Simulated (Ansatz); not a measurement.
# Ti2COS MXene monolayer in a perpendicular field

Aim: how the Ti2COS MXene monolayer screens a field along its normal, and what the field does to its bands. A positive field points along +c.

Program: Ansatz 0.2.0. Level of theory: plane-wave DFT, PBE-D3(BJ), Ansatz PAW. Results are calculated unless marked as measured.

## Step 1: The starting structure

The cell holds 5 atoms: 1 S, 2 Ti, 1 C and 1 O. Its edges and angles: a = 3.100 Å, b = 3.100 Å, c = 41.576 Å, α = 90.0°, β = 90.0°, γ = 120.0°. Vacuum lies along c.

## Step 2: Relaxing the slab

The starting cell is a guess, so the in-plane lattice and the atoms are relaxed first, with the slab cut off from its images along the normal.

Input file input.yaml:

```yaml
crystal:
  lattice:
    - [3.10024, 0.0, 0.0]
    - [-1.55012, 2.6848865978, 0.0]
    - [0.0, 0.0, 41.5757761196]
  atoms:
    - { symbol: S, position: [0.3333333333, 0.6666666667, 0.4365522834] }
    - { symbol: Ti, position: [0.6666666667, 0.3333333333, 0.4781864768], spin: 1.0 }
    - { symbol: C, position: [0.0, 0.0, 0.5076091892] }
    - { symbol: Ti, position: [0.3333333333, 0.6666666667, 0.5370319017], spin: 1.0 }
    - { symbol: O, position: [0.6666666667, 0.3333333333, 0.5634477166] }
  periodic: [true, true, false]
magnetization:
  spin_polarized: true
kpoints:
  mp_grid: { grid: [12, 12, 1] }
hamiltonian:
  xc: pbe
  dispersion: d3bj
scf:
  occupations: { method: fermi_dirac, width: 0.05 }
  convergence: { dr2_threshold: 1.0e-09 }
relax:
  f_tol: 0.004
  max_steps: 90
  cell: {}
output:
  write_potential: true
  write_density: true
  volumetric_format: npy
```

Launch:

```console
$ ansatz run input.yaml --threads 4 --pin off --max-ram 6144MiB --backend cpu --events-out ev --progress --plain --runs-dir out
```

Numbers of over 12 decimals in the logs are rounded to 6 here.

Output:

```text
Warning: relax.cell: scf.convergence.dr2_threshold = 1e-9 eV is looser than the 2.14271018868e-10 eV advised for a relaxation that steers and ends on the stress (1e-10 eV for each atom of the cell: 5, times the square of relax.cell.stress_2d_tol = 0.05 N/m over 15.3 Å (the atoms' height at the walk's start and 5 Å past either face), 3.273e-2 GPa, over a crystal's default 0.05). What an SCF threshold leaves in a stress goes as its square root, and in the free energy as the threshold itself, and one threshold admits the most on a small cell: [figures from the program's tests cut] Set scf.convergence.dr2_threshold to 2.14271018868e-10 eV or tighter. [rest of the remark cut]
Engine: ansatz 0.2.0, x86_64-unknown-linux-gnu
Pseudopotentials: kind: paw
Pseudopotential: S, paw, valence charge 6, recommended cutoff 420 eV (normal), S.paw.azcp
Pseudopotential: Ti, paw, valence charge 12, recommended cutoff 420 eV (normal), Ti.paw.azcp
Pseudopotential: C, paw, valence charge 4, recommended cutoff 420 eV (normal), C.paw.azcp
Pseudopotential: O, paw, valence charge 6, recommended cutoff 420 eV (normal), O.paw.azcp
Functional definition: PBE
  parameter kappa = 0.804
  parameter beta = 0.066725
  exchange = pbe_x(kappa = kappa, mu = beta*pi^2/3)
  correlation = pbe_c(beta = beta)
Crystal: 5 atoms, lattice volume = 346.068 Å³
Basis set: ecut = 420 eV, 6751 PW (Γ), exchange–correlation on 48×48×576 points (8 copies of the dense FFT grid, shifted against one another)
Bands: 26, of which v1, the nominal top of the filled ones, is band 20 counted from 1 (19 counted from 0)
Symmetry: 6 space group operations
Space group: P3m1 (ITA 156), of the structure as read, at distance tolerance 7.0e-5 Å
Magnetic group: BNS 156.49 (UNI 1279), of the structure as read, at distance tolerance 7.0e-5 Å
k-points: 19 of 144 (time reversal used)
Non-local potential: S, projectors of the file, l = 0: 2, l = 1: 2, l = 2: 2
Non-local potential: Ti, projectors of the file, l = 0: 3, l = 1: 2, l = 2: 3, l = 3: 1
Non-local potential: C, projectors of the file, l = 0: 2, l = 1: 2, l = 2: 1
Non-local potential: O, projectors of the file, l = 0: 2, l = 1: 2, l = 2: 1
PAW form: soft (Blöchl's): semilocal exchange-correlation on the pseudo side does not see the compensation charge
PAW one-centre angular grid: S, 110 points (default); XC on 64 Gauss nodes
PAW one-centre angular grid: Ti, 590 points (default); XC on 64 Gauss nodes
PAW one-centre angular grid: C, 110 points (default); XC on 64 Gauss nodes
PAW one-centre angular grid: O, 110 points (default); XC on 64 Gauss nodes
Initial density: superposition of atomic densities (neutral atoms: chi_scale 0, normalization atom)
Starting moments: Σ|m| = 2 μB on 2 of 5 sites
Initial wavefunctions: pseudopotential atomic-orbital guess
Functional: x = pbe(κ = 0.804, μ = 0.219515), c = pbe(β = 0.066725)
SCF iter   1: F=—  HF=-6731.177187 eV  |F-HF|=—  |Δ(HF+E_count)|=         —  Δρ=4.01e-2 (↑4.01e-2 ↓3.10e-2)  dr2=3.32e1  dr2_m=4.84e-1  M=0.727 μB ∫|m|=0.901 μB  β_m=0.30  ethr=3.10e-3  ⟨swp⟩=11.6  Hψ=6877  notcnv=0
Mixer restart at iter 1: flushing history
preconditioner: auto → LDOS  [metal: Δε(μ)=0.025 eV  Ē_g=9.013 eV  σ=0.050 eV  W_gap=0.13  n_scr=24 (ndim 8)  ℏωp=9.8 eV  f_vac=0.783  D(μ)=2.60/eV (n_scr^D=14)]
spin=Collinear: LDOS preconditioning applied to the charge; magnetization (m = ρ↑ − ρ↓) channel mixes plain (no charge-response kernel on spin).
SCF iter   2: F=—  HF=-6726.753690 eV  |F-HF|=—  |Δ(HF+E_count)|=    4.42e0  Δρ=2.07e-2 (↑2.07e-2 ↓1.41e-2)  dr2=7.99e0  dr2_m=2.68e-1  M=0.535 μB ∫|m|=0.774 μB  β_m=0.43  ethr=3.10e-3  ⟨swp⟩=4.9  Hψ=3092  notcnv=0  defer=27
SCF iter   3: F=—  HF=-6725.681673 eV  |F-HF|=—  |Δ(HF+E_count)|=    1.07e0  Δρ=7.04e-3 (↑6.33e-3 ↓7.04e-3)  dr2=1.27e-1  dr2_m=7.73e-2  M=0.244 μB ∫|m|=0.528 μB  β_m=0.61  ethr=3.10e-3  ⟨swp⟩=3.8  Hψ=2751  notcnv=0  defer=28
SCF iter   4: F=—  HF=-6725.911378 eV  |F-HF|=—  |Δ(HF+E_count)|=         —  Δρ=5.09e-3 (↑5.09e-3 ↓2.82e-3)  dr2=5.45e-2  dr2_m=4.31e-2  M=0.034 μB ∫|m|=0.199 μB  β_m=0.61  ethr=3.18e-4  ⟨swp⟩=4.3  Hψ=2587  notcnv=0  defer=30
SCF iter   5: F=—  HF=-6725.899676 eV  |F-HF|=—  |Δ(HF+E_count)|=   1.17e-2  Δρ=1.63e-3 (↑1.63e-3 ↓1.44e-3)  dr2=1.87e-3  dr2_m=6.95e-3  M=0.011 μB ∫|m|=0.117 μB  β_m=0.81  ethr=1.36e-4  ⟨swp⟩=3.3  Hψ=1971  notcnv=0  defer=30
SCF iter   6: F=—  HF=-6725.901509 eV  |F-HF|=—  |Δ(HF+E_count)|=   1.83e-3  Δρ=6.82e-4 (↑6.82e-4 ↓2.60e-4)  dr2=4.81e-3  dr2_m=4.23e-4  M=0.000 μB ∫|m|=0.042 μB  β_m=0.71  ethr=4.69e-6  ⟨swp⟩=4.1  Hψ=2515  notcnv=0  defer=29
SCF iter   7: F=—  HF=-6725.901340 eV  |F-HF|=—  |Δ(HF+E_count)|=   1.69e-4  Δρ=2.61e-4 (↑2.01e-4 ↓2.61e-4)  dr2=4.02e-4  dr2_m=1.47e-4  M=-0.001 μB ∫|m|=0.026 μB  β_m=0.76  ethr=4.69e-6  ⟨swp⟩=3.2  Hψ=1809  notcnv=0  defer=29
SCF iter   8: F=—  HF=-6725.901435 eV  |F-HF|=—  |Δ(HF+E_count)|=   9.46e-5  Δρ=9.03e-5 (↑5.11e-5 ↓9.03e-5)  dr2=3.09e-5  dr2_m=1.16e-5  M=-0.001 μB ∫|m|=0.007 μB  β_m=0.75  ethr=1.00e-6  ⟨swp⟩=3.2  Hψ=1862  notcnv=0  defer=29
SCF iter   9: F=—  HF=-6725.901442 eV  |F-HF|=—  |Δ(HF+E_count)|=   7.00e-6  Δρ=2.30e-5 (↑2.30e-5 ↓1.97e-5)  dr2=4.14e-6  dr2_m=5.97e-7  M=-0.000 μB ∫|m|=0.001 μB  β_m=0.75  ethr=7.73e-8  ⟨swp⟩=3.3  Hψ=2172  notcnv=0  defer=29
SCF iter  10: F=—  HF=-6725.901443 eV  |F-HF|=—  |Δ(HF+E_count)|=   1.25e-6  Δρ=1.11e-5 (↑7.71e-6 ↓1.11e-5)  dr2=1.33e-6  dr2_m=1.13e-7  M=-0.000 μB ∫|m|=0.000 μB  β_m=0.73  ethr=1.03e-8  ⟨swp⟩=2.9  Hψ=1861  notcnv=0  defer=29
SCF iter  11: F=—  HF=-6725.901444 eV  |F-HF|=—  |Δ(HF+E_count)|=   2.77e-7  Δρ=4.02e-6 (↑4.02e-6 ↓3.79e-6)  dr2=1.51e-7  dr2_m=1.85e-8  M=-0.000 μB ∫|m|=0.000 μB  β_m=0.65  ethr=3.33e-9  ⟨swp⟩=3.1  Hψ=2036  notcnv=0  defer=29
SCF iter  12: F=—  HF=-6725.901444 eV  |F-HF|=—  |Δ(HF+E_count)|=   3.80e-8  Δρ=1.64e-6 (↑1.48e-6 ↓1.64e-6)  dr2=1.58e-8  dr2_m=6.11e-9  M=-0.000 μB ∫|m|=0.000 μB  β_m=0.71  ethr=3.77e-10  ⟨swp⟩=3.1  Hψ=2116  notcnv=0  defer=29
SCF iter  13: F=—  HF=-6725.901444 eV  |F-HF|=—  |Δ(HF+E_count)|=   3.33e-8  Δρ=6.60e-7 (↑6.60e-7 ↓5.60e-7)  dr2=4.44e-9  dr2_m=9.77e-10  M=-0.000 μB ∫|m|=0.000 μB  β_m=0.73  ethr=3.94e-11  ⟨swp⟩=3.4  Hψ=2006  notcnv=0  defer=29
SCF iter  14: F=—  HF=-6725.901444 eV  |F-HF|=—  |Δ(HF+E_count)|=   1.01e-8  Δρ=2.52e-7 (↑2.25e-7 ↓2.52e-7)  dr2=1.81e-10  dr2_m=1.38e-10  M=-0.000 μB ∫|m|=0.000 μB  β_m=0.78  ethr=1.11e-11  ⟨swp⟩=2.8  Hψ=1803  notcnv=0  defer=29
[...]
relax step   5: F+E_penalty+E_count = -6726.37322931 eV  Δ(F+E_penalty+E_count) = -4.230e-4 eV  max|allowed force component| = 2.354e-2 eV/Å  Δτ_max = 0.0041 Å  P = +0.073 N/m  Ω = 340.902 Å³  energy of the carried Pulay correction = +1.687e-3 eV  fix = [c, alpha, beta]  reactions: c +0.000 N/m  (9 SCF iters, accepted)
[...]
relax step   6: F+E_penalty+E_count = -6726.37315346 eV  Δ(F+E_penalty+E_count) = +7.585e-5 eV  max|allowed force component| = 1.549e-2 eV/Å  Δτ_max = 0.0014 Å  P = -0.042 N/m  Ω = 341.194 Å³  energy of the carried Pulay correction = +1.591e-3 eV  fix = [c, alpha, beta]  reactions: c -0.000 N/m  (8 SCF iters, accepted)
[...]
relax step   7: F+E_penalty+E_count = -6726.37319513 eV  Δ(F+E_penalty+E_count) = -4.167e-5 eV  max|allowed force component| = 1.103e-4 eV/Å  Δτ_max = 0.0005 Å  P = -0.002 N/m  Ω = 341.095 Å³  energy of the carried Pulay correction = +1.624e-3 eV  fix = [c, alpha, beta]  reactions: c -0.000 N/m  (7 SCF iters, accepted)
Initial wavefunctions: pseudopotential atomic-orbital guess (no wavefunctions were taken with the density)
iter 1 solved again at ethr=7.87e-8 eV; its pass at ethr=3.10e-3 eV (dr2=3.15e-5 eV) is discarded
SCF iter   1: F=—  HF=-6726.371644 eV  |F-HF|=—  |Δ(HF+E_count)|=         —  Δρ=1.61e-5 (↑1.61e-5 ↓1.61e-5)  dr2=5.66e-7  dr2_m=6.85e-12  M=0.000 μB ∫|m|=0.000 μB  β_m=0.65  ethr=7.87e-8  ⟨swp⟩=6.3  Hψ=11716  notcnv=0
preconditioner: auto → LDOS  [metal: Δε(μ)=0.095 eV  Ē_g=7.970 eV  σ=0.050 eV  W_gap=0.44  n_scr=22 (ndim 8)  ℏωp=9.8 eV  f_vac=0.797  D(μ)=1.12/eV (n_scr^D=10)]
spin=Collinear: LDOS preconditioning applied to the charge; magnetization (m = ρ↑ − ρ↓) channel mixes plain (no charge-response kernel on spin).
SCF iter   2: F=—  HF=-6726.371745 eV  |F-HF|=—  |Δ(HF+E_count)|=   1.01e-4  Δρ=5.58e-6 (↑5.58e-6 ↓5.57e-6)  dr2=1.95e-7  dr2_m=2.53e-12  M=0.000 μB ∫|m|=0.000 μB  β_m=0.53  ethr=1.41e-9  ⟨swp⟩=3.6  Hψ=2404  notcnv=0
SCF iter   3: F=—  HF=-6726.371745 eV  |F-HF|=—  |Δ(HF+E_count)|=   1.27e-7  Δρ=2.58e-6 (↑2.58e-6 ↓2.58e-6)  dr2=3.10e-8  dr2_m=1.52e-12  M=0.000 μB ∫|m|=0.000 μB  β_m=0.61  ethr=4.87e-10  ⟨swp⟩=2.6  Hψ=1522  notcnv=0
SCF iter   4: F=—  HF=-6726.371745 eV  |F-HF|=—  |Δ(HF+E_count)|=   2.28e-8  Δρ=5.59e-7 (↑5.59e-7 ↓5.54e-7)  dr2=7.99e-9  dr2_m=2.84e-13  M=0.000 μB ∫|m|=0.000 μB  β_m=0.56  ethr=7.74e-11  ⟨swp⟩=2.8  Hψ=1727  notcnv=0
SCF iter   5: F=-6726.371745 eV  HF=-6726.371745 eV  |F-HF|=9.36e-9  |Δ(HF+E_count)|=   1.28e-8  Δρ=1.35e-7 (↑1.35e-7 ↓1.32e-7)  dr2=2.37e-10  dr2_m=9.10e-14  M=0.000 μB ∫|m|=0.000 μB  ethr=2.50e-12  ⟨swp⟩=12.0  Hψ=8341  notcnv=0
the starting moments were not kept: the SCF closed with an absolute magnetisation of 7.7e-7 μB, where they sum to 2 μB in size (2 sites). That is at most 0.1 of that sum. Measured as dr2_m measures the in/out step, that magnetisation stands 7.3e-14 eV from none, at or under the dr2_threshold of 1.0e-9 eV: it is no larger than a step whose dr2_m would equal this threshold.
SCF 8 converged in 5 iterations: F = -6726.371745 eV  dr2 = 2.37e-10
relax step   8: F+E_penalty+E_count = -6726.37174506 eV  Δ(F+E_penalty+E_count) = +1.450e-3 eV  max|allowed force component| = 3.395e-4 eV/Å  Δτ_max = 0.0000 Å  P = -0.041 N/m  Ω = 341.095 Å³  fix = [c, alpha, beta]  reactions: c -0.000 N/m  stress off target by 4.11e-2 N/m on what of the cell is left free  SCF on the basis re-selected at this cell (its energy is not comparable with the rows above)  (5 SCF iters)
basis re-selected at this cell: Δ(F+E_penalty+E_count) = +1.450e-3 eV, ΔP = -0.039 N/m vs the last step (what re-selecting the basis moved, of the pressure what is left beyond the Pulay correction that the steps carried, after the strain that the cell walked since its last selection, with what the two solves' SCF thresholds leave and, on support functions, any second-order correction that the steps lacked; it is no m [...]
WARN: The input density's exchange-correlation potential varies sharply where the density is thin. Do not read a vacuum level from v_tot or v_xc, or from such a field of the output density. On a cell that repeats whose density bears no net charge and no dipole along the vacuum's axis use v_es (v_loc + v_h of the components); under efield.dipole_correction with no amplitude use v_es + v_field, which holds any external [...]
SCF converged after 5 iterations
Magnetization: 0.0000 μB (20.0000 up, 20.0000 down)
Absolute magnetization: 0.0000 μB (∫|ρ↑−ρ↓|, with the PAW one-centre terms)
Spin contamination: 0.0000 ħ² per cell (⟨S²⟩ above its minimum at these occupations)
Per-site moments (μB) at R_I (Å): [(-1.1449773012518989e-7, 0.986442), (1.797051052707231e-7, 0.881290), (-1.5978318258091446e-7, 0.881290), (8.358856932395954e-8, 0.818487), (5.556716538531069e-9, 0.818487)]
Free energy (F): -6726.371745 eV
Harris-Foulkes:  -6726.371745 eV  (|F-HF|=9.36e-9)
Internal energy: -6726.362790 eV  (E = F + TS)
E sigma→0 (E₀):  -6726.367268 eV
Entropy (-TS):   -0.008955 eV (-1.791 meV/atom)
Fermi energy:    -5.785932 eV
--- Per-component energies (eV) ---
  E_band       = -1004.915034
  E_kinetic    = 918.008705
  E_local      = -150162.976402  (includes V_loc(G=0)·N_el)
  E_nonlocal   = 113.299980
  E_hartree    = 74500.112509
  E_xc         = -417.214586
  E_vxc        = -489.513300  (∫ρ·V_xc dr)
  E_paw        = -2949.433664  (= ΣΔE_a)
  E_vpaw       = -383.962115  (= ΣTr[D̂ρ^β])
  E_aug_tail   = 0.002750  (compensation charges beyond the density's cutoff)
  E_ewald      = 71273.307162
  E_disp       = -1.469245  (pairwise vdW)
  E_smearing   = -0.008955  (= −TS)
  E_closure    = 0.000000  (closes the sum)
  Σ components = -6726.371745   (vs F -6726.371745, Δ=0.00e0)
--- Forces (eV/Å), atoms counted from 1 ---
  atom   1  S     -0.00000000     0.00000000     0.00007277
  atom   2  Ti     0.00000000     0.00000000    -0.00009028
  atom   3  C     -0.00000000     0.00000000     0.00009307
  atom   4  Ti     0.00000000    -0.00000000     0.00026817
  atom   5  O      0.00000000    -0.00000000    -0.00033844
  max |Σ_I F_I| component: 5.30e-6 eV/Å
--- 2D stress c σ (N/m, compression-positive) ---
       -0.041150       0.000000       0.000000
        0.000000      -0.041150       0.000000
        0.000000       0.000000      -0.000000
  P = ½ c Tr σ = -0.0411 N/m
--- Band table (eV; the first three rows and the last of 38) ---
  k-point 0 ↑: bands = [... 16 lower, -7.6739, -7.0352, -5.1526, -5.1526, -4.8224, -4.8224, -4.5797, -4.0125, ... 2 higher]
  k-point 1 ↑: bands = [... 16 lower, -7.6828, -6.8561, -5.8600, -5.5801, -4.9931, -4.5366, -4.2188, -3.9127, ... 2 higher]
  k-point 2 ↑: bands = [... 16 lower, -7.7384, -7.3306, -6.6141, -6.0202, -5.2949, -4.4309, -3.9954, -3.7427, ... 2 higher]
  k-point 18 ↓: bands = [... 16 lower, -9.3556, -8.6233, -8.4056, -8.1220, -4.5034, -4.3168, -3.4160, -3.1686, ... 2 higher]
  the weakly bound empty levels are not read free of the cell's end (no_gap_told)
--- Relaxed structure (7 steps of the walk, 7 accepted, 1 SCFs on fresh bases) ---
  F+E_penalty+E_count = -6726.37174506 eV   max|allowed force component| = 3.395e-4 eV/Å   (the final SCF, on the basis selected at the relaxed cell)
  cell:  # Å, volume = 341.0948 Å³
    - [3.077883, -8.273817545085013e-19, 0]
    - [-1.538941, 2.665525, 0]
    - [0, 0, 41.5757761196]
  atoms:
    - { symbol: S, position: [0.333333, 0.666667, 0.439725] }
    - { symbol: Ti, position: [0.666667, 0.333333, 0.478215] }
    - { symbol: C, position: [4.302547733382811e-19, 0, 0.506742] }
    - { symbol: Ti, position: [0.333333, 0.666667, 0.538456] }
    - { symbol: O, position: [0.666667, 0.333333, 0.559689] }
```

Wall time 85 s (4 threads of Intel Xeon Platinum 8488C (Sapphire Rapids), shared host); peak memory 0.9 GiB.

The steps of the relaxation:

```
step  energy less that of the first step (eV)  largest force component (eV/Å)  volume (Å³)
   1                                   0.0000                          3.3445       346.07
   2                                  -0.4481                          0.8991       345.20
   3                                  -0.4589                          0.5169       337.95
   4                                  -0.4714                          0.0705       341.47
   5                                  -0.4718                          0.0235       340.90
   6                                  -0.4717                          0.0155       341.19
   7                                  -0.4718                          0.0001       341.09
  8*                                  -0.4703                          0.0003       341.09
```

Relaxation steps marked * repeat the geometry before them on a plane-wave basis chosen anew for their cell, so energy and pressure can jump there.

Forces are held to the 6 operations that the run works with; a distortion that breaks them can't arise in this run.

```
cell as run  before  after  change
      a (Å)   3.100  3.078  -0.7 %
      b (Å)   3.100  3.078  -0.7 %
```

The atoms that moved most (Å, along periodic axes as changes of fractional coordinates times the final cell, across vacuum about the mean position):

```
atom     dx     dy      dz  length
  O5  0.000  0.000  -0.156   0.156
  S1  0.000  0.000   0.132   0.132
 Ti4  0.000  0.000   0.059   0.059
  C3  0.000  0.000  -0.036   0.036
```

Final coordinates:

```cif
data_structure
_symmetry_space_group_name_H-M 'P 1'
_symmetry_Int_Tables_number 1
_cell_length_a 3.0779
_cell_length_b 3.0779
_cell_length_c 41.5758
_cell_angle_alpha 90.000
_cell_angle_beta 90.000
_cell_angle_gamma 120.000
_cell_volume 341.09
loop_
_atom_site_label
_atom_site_type_symbol
_atom_site_fract_x
_atom_site_fract_y
_atom_site_fract_z
_atom_site_occupancy
S1 S 0.33333 0.66667 0.43972 1
Ti2 Ti 0.66667 0.33333 0.47822 1
C3 C 0.00000 0.00000 0.50674 1
Ti4 Ti 0.33333 0.66667 0.53846 1
O5 O 0.66667 0.33333 0.55969 1
```

Numbers from this step:

```yaml
energy_at_zero_smearing: -6726.3673 eV
```

The lattice constant a goes from 3.100 to 3.078 Å.

[end of part 1 of 3]

[Logs are printed without paths, hosts, clocks, repeated set-up lines and the standing remarks that a program may print on its own settings, such as how far it seeks lower states.]

[Hosts, paths, dates, database ids (printed as entryN), source tags and the programs' standing remarks are cut or masked in the printed files.]

[Maps of the electrostatic potential energy from Ansatz leave out the sawtooth potential of an applied field or a dipole correction, so their vacuum need not be flat; planar profiles and work functions include it.]
